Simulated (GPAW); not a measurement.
Crystal: HfC.

```xyz
4
Lattice="3.3429 0.0000 0.0000 -1.6714 2.8950 0.0000 0.0000 0.0000 5.2027" Properties=species:S:1:pos:R:3 pbc="T T T"
Hf    0.0000    1.9300    1.3007
Hf    1.6714    0.9650    3.9020
C     0.0000    0.0000    2.6014
C     0.0000    0.0000    0.0000
```

The cell comes from a database or a generator and needn't be the stable form of this composition.

| Quantity | Value |
| --- | --- |
| Program | GPAW 26.7.0 |
| Task | relaxation of cell and atoms |
| Functional | PBEsol |
| Dispersion | D3 |
| Potentials or basis | PAW data sets generated in the run's folder for this functional |
| Cutoff | 800 eV |
| Basis | pw |
| k mesh | 6 × 6 × 4 |
| Occupations | fermi-dirac, width 0.05 eV |
| Spin | no spin polarisation |

At the start: pressure -9.7 GPa; volume 12.59 Å³/atom.

Task: How do energy, volume and symmetry change on relaxing?

Result: Over 8 steps the energy falls by 16.9 meV/atom and the volume is 12.10 Å³/atom (-3.9 %); space group P6_3/mmc (No. 194, to 0.05 Å).

Step by step:
| step | energy change (eV) | largest force (eV/Å) | pressure (GPa) | volume (Å³) |
| --- | --- | --- | --- | --- |
| 1 | 0.0000 | 0.0000 | -9.67 | 50.35 |
| 2 | -0.0230 | 0.0000 | -7.84 | 49.94 |
| 3 | -0.0647 | 0.0000 | 0.64 | 48.25 |
| 4 | -0.0653 | 0.0000 | 0.26 | 48.32 |
| 5 | -0.0666 | 0.0000 | -0.35 | 48.44 |
| 6 | -0.0675 | 0.0001 | -0.53 | 48.48 |
| 7 | -0.0678 | 0.0000 | -0.25 | 48.43 |
| 8 | -0.0678 | 0.0000 | -0.04 | 48.39 |

Final structure:
```yaml
crystal:
  lattice:
    - [3.28050, 0.00000, 0.00000]
    - [-1.64025, 2.84100, 0.00000]
    - [0.00000, 0.00000, 5.19204]
  atoms:
    - { symbol: Hf, position: [0.33333, 0.66667, 0.25000] }
    - { symbol: Hf, position: [0.66667, 0.33333, 0.75000] }
    - { symbol: C, position: [0.00000, 0.00000, 0.50000] }
    - { symbol: C, position: [0.00000, 0.00000, 0.00000] }
```

Caveat: the k mesh is coarse (spacing up to 0.36 Å⁻¹), so the values aren't converged; later steps reuse the first step's grids; pairwise dispersion overbinds metals, which lowers pressure and volume.
